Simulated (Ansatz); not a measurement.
# Elastic constants of GeSb4Te7: input and output

Level of theory: DFT PBEsol, scalar-relativistic, plane waves, PAW in Ansatz.

Launched with:
```bash
ansatz run input.yaml --threads 4 --pin off --max-ram 12288MiB --backend cpu --events-out ev --progress --plain --runs-dir out
```

Input (bare energies are in eV):
```yaml
crystal:
  lattice:
    - [4.2559157509, 0.0, 0.0]
    - [-2.1279578755, 3.6857311566, 0.0]
    - [0.0, 0.0, 23.302783332]
  atoms:
    - { symbol: Ge, position: [0.0, 0.0, 0.5] }
    - { symbol: Sb, position: [0.6666666667, 0.3333333333, 0.9157725154] }
    - { symbol: Sb, position: [0.3333333333, 0.6666666667, 0.3440479389] }
    - { symbol: Sb, position: [0.3333333333, 0.6666666667, 0.0842274846] }
    - { symbol: Sb, position: [0.6666666667, 0.3333333333, 0.6559520611] }
    - { symbol: Te, position: [0.3333333333, 0.6666666667, 0.8421888058] }
    - { symbol: Te, position: [0.6666666667, 0.3333333333, 0.1578111942] }
    - { symbol: Te, position: [0.0, 0.0, 0.7293029406] }
    - { symbol: Te, position: [0.6666666667, 0.3333333333, 0.4291096637] }
    - { symbol: Te, position: [0.3333333333, 0.6666666667, 0.5708903363] }
    - { symbol: Te, position: [0.0, 0.0, 0.0] }
    - { symbol: Te, position: [0.0, 0.0, 0.2706970594] }
basis:
  ecutwfc: 420
kpoints:
  mp_grid: { grid: [12, 12, 2] }
hamiltonian:
  xc: pbesol
scf:
  occupations: { method: fermi_dirac, width: 0.15 }
output:
  forces: true
  stress: true
  eigenvalues: true
elastic:
  mode: relaxed_ion
  amplitude: 0.005
  stencil: two_point
```

From the output:
```
--- Elastic constants: 3 strain directions × 2 members + reference (group order 12) ---
  dense FFT box of the reference and of every strained cell: 30×30×160
  strains applied: 11, 33, 23; error gains: componentwise 1.00 (the most a stress slope's error grows in a printed constant), spectral 1.41 (1 for all six strains in a standard setting)
  reference relaxed by the batch: 3 steps; max|allowed force component| 6.22e-5 eV/Å at the deck's positions, 1.32e-6 at the last accepted step, 1.30e-6 by the solve of record
  largest displacement 7.7e-6 Å; the constants are those of the deck's cell at these positions:
  atoms:
    - { symbol: Ge, position: [-1.920542754637456e-36, 9.43504551316246e-36, 0.5] }
    - { symbol: Sb, position: [0.6666666666666667, 0.3333333333333333, 0.9157722991151851] }
    - { symbol: Sb, position: [0.33333333333333337, 0.6666666666666666, 0.3440478933448672] }
    - { symbol: Sb, position: [0.33333333333333337, 0.6666666666666666, 0.08422770088481482] }
    - { symbol: Sb, position: [0.6666666666666667, 0.3333333333333333, 0.6559521066551328] }
    - { symbol: Te, position: [0.33333333333333337, 0.6666666666666666, 0.8421889390902477] }
    - { symbol: Te, position: [0.6666666666666667, 0.3333333333333333, 0.15781106090975236] }
    - { symbol: Te, position: [-7.70585967714212e-23, -3.8529298385259144e-23, 0.7293032699426517] }
    - { symbol: Te, position: [0.6666666666666667, 0.3333333333333333, 0.4291098597555474] }
    - { symbol: Te, position: [0.33333333333333337, 0.6666666666666666, 0.5708901402444525] }
    - { symbol: Te, position: [6.160759475445263e-37, 5.080572676877599e-36, 6.058167209659258e-24] }
    - { symbol: Te, position: [7.705859677139884e-23, 3.85292983852693e-23, 0.27069673005734823] }
  C = ∂σ_k/∂η_j (tension-positive GPa; Voigt order 11 22 33 23 13 12):
        78.369     21.490     27.649    -16.324      0.000     -0.000
        21.490     78.369     27.649     16.324     -0.000     -0.000
        27.657     27.657     50.198      0.000      0.000     -0.000
       -16.340     16.340     -0.000     34.618      0.000     -0.000
         0.000     -0.000     -0.000      0.000     34.618    -16.340
        -0.000      0.000     -0.000     -0.000    -16.324     28.439
  reference stress σ⁰ (GPa):     -0.000     -0.000     -0.000     -0.000     -0.000      0.000
  C* (energy form; C + prestress term) asymmetry max|C*_kj − C*_jk| = 1.596e-2 GPa — a small one proves nothing (zero by symmetry where the batch's group is 432, −43m or m−3m); a large one is finite-difference/SCF noise where every solve ...
  moduli (Voigt/Reuss/Hill, GPa): K = 40.06/38.86/39.46   G = 28.21/20.43/24.32   E = 60.53   ν = 0.244
  mechanically stable: yes (min eigenvalue of sym C = 14.91 GPa)
  strain η (Voigt 11):  stress-route row diagonal C_11 = 78.37 GPa, energy-path curvature d²(F+E_count+ΔE)/dδ²/Ω₀ = 78.36 GPa
         δ    σ_11 (GPa) F (eV) n_scf n_hpsi n_pw
    -5.000e-3      -0.3975      -78197.8799903       8  148486   7154   relax 5 steps, max|allowed force component| 4.66e-5 eV/Å
     5.000e-3       0.3862      -78197.8800436       8  149768   7248   relax 5 steps, max|allowed force component| 8.04e-6 eV/Å
  strain η (Voigt 33):  stress-route row diagonal C_33 = 50.20 GPa, energy-path curvature d²(F+E_count+ΔE)/dδ²/Ω₀ = 50.21 GPa
         δ    σ_33 (GPa) F (eV) n_scf n_hpsi n_pw
    -5.000e-3      -0.2630      -78197.8807650       9   72803   7164   relax 4 steps, max|allowed force component| 4.38e-5 eV/Å
     5.000e-3       0.2390      -78197.8808691       6   58473   7260   relax 4 steps, max|allowed force component| 1.84e-6 eV/Å
  strain η (Voigt 23):  stress-route row diagonal C_44 = 34.62 GPa, energy-path curvature d²(F+E_count+ΔE)/dδ²/Ω₀ = 34.64 GPa
         δ    σ_23 (GPa) F (eV) n_scf n_hpsi n_pw
    -5.000e-3      -0.1768      -78197.8812500       9  156318   7200   relax 5 steps, max|allowed force component| 1.40e-5 eV/Å
     5.000e-3       0.1694      -78197.8812790       6  131896   7200   relax 6 steps, max|allowed force component| 1.21e-5 eV/Å
```

The run took 11 min on 4 threads of AMD EPYC 9R45 96-Core Processor (Zen 5) (shared host), peak memory 3.5 GiB.

With next to no gap, frequencies and elastic constants depend on the k mesh and the smearing, soft modes and shear constants most.

The least eigenvalue is 14.9 GPa; in a metal on this mesh the verdict on stability isn't firm within about 20 GPa or a tenth of the bulk modulus.

On the mesh the filled and empty bands stay 0.04 eV apart, little enough for the smearing to populate both, so at this level the crystal is a narrow-gap semiconductor or semimetal, not an ordinary metal; spin–orbit coupling, left out, can open or move such a gap.